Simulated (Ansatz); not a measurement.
# SiO₂ — quadrupolar parameters

The cell is a Materials Project structure (computed, not necessarily an observed phase), atoms as given.

Space group P6_422 (No. 181); a = 5.0605, c = 5.5414 Å, γ = 120.00°.

```
site  Wyckoff  site symmetry       x       y       z
  Si       3c            222  0.0000  0.5000  0.3333
   O       6j            ..2  0.5828  0.7914  0.8333
```

One atom of each set is listed.

Computed with Ansatz: DFT, PBE, plane waves and PAW (field gradients read without the response of the frozen cores, which leaves them typically 4 to 6 % off), scalar-relativistic, 420 eV cutoff, Γ-centred 4×4×4 k-points, Fermi–Dirac smearing 0.02 eV.

Conventions: |V_zz| ≥ |V_yy| ≥ |V_xx|, η = (V_xx − V_yy)/V_zz, C_Q = eQV_zz/h.

¹⁷O: I = 5/2, Q = -25.58 mb. Q values from Pyykkö, Mol. Phys. 116, 1328 (2018).

```json
{"site": "Si", "atoms": "3", "first shell": "4 O at 1.61 Å", "V_xx, V_yy, V_zz (10²¹ V/m²)": "-0.16, -0.63, 0.79", "η": "0.60", "C_Q (MHz)": "–"}
{"site": "O", "atoms": "6", "first shell": "2 Si at 1.61 Å, angle 154°", "V_xx, V_yy, V_zz (10²¹ V/m²)": "-4.68, -5.35, 10.03", "η": "0.07", "C_Q (MHz)": "-6.20"}
```

At O V_zz runs parallel to the line that joins its two neighbours (within 1°).

Si has no stable isotope with a ground-state quadrupole moment in the table, so no C_Q is given.

At this cell the principal stresses reach 5 GPa in size with PBE, which can matter for small gradients.
